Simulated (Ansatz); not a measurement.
BeTe and its competing phases

The calculation used Ansatz, DFT PBE, scalar-relativistic, plane waves, PAW. Settings: cutoff 420 eV, Γ-centred meshes spaced at most about 0.3 Å⁻¹ (2π included), Gaussian smearing. No spin polarisation.

The zero of energy is the elements' standard structures at the same level; no fitted shifts are applied.

All energies are static (0 K, no zero-point motion). Spin–orbit coupling, which can matter for Te, is left out. The reference form of Te is held partly by dispersion forces, which this level lacks.

The competitors are the elements and 1 reference phase of this chemical system (from databases or known types: BeTe), relaxed at the same level; other known phases may be missing.

The candidate was reached from: 4-connected net, two elements alternating.

```
Be Te
1.0
     6.87087    0.00000    0.00000
     0.00000    6.87087    0.00000
     0.00000    0.00000    3.85243
Be Te
4 4
Direct
  0.66990 0.66990 0.50000
  0.16990 0.83010 0.25000
  0.33010 0.33010 0.00000
  0.83010 0.16990 0.75000
  0.82743 0.82743 0.00000
  0.32743 0.67257 0.75000
  0.17257 0.17257 0.50000
  0.67257 0.32743 0.25000
```

Question: Where does it stand against these competitors?

Answer: Not the lowest form: another structure of the same formula lies lower. Its formation energy is -0.076 eV/atom. The lowest competing phase at this composition is this:

```csv
phase,space group,source,share of atoms,ΔE_f (eV/atom)
BeTe,F-43m (No. 216),COD,1.0000,-0.361
```

The candidate lies 0.28 eV/atom above this phase. The candidate matches no cell in the subsets of the Crystallography Open Database and the Materials Project at hand. The margin is far too high for a likely synthesis.
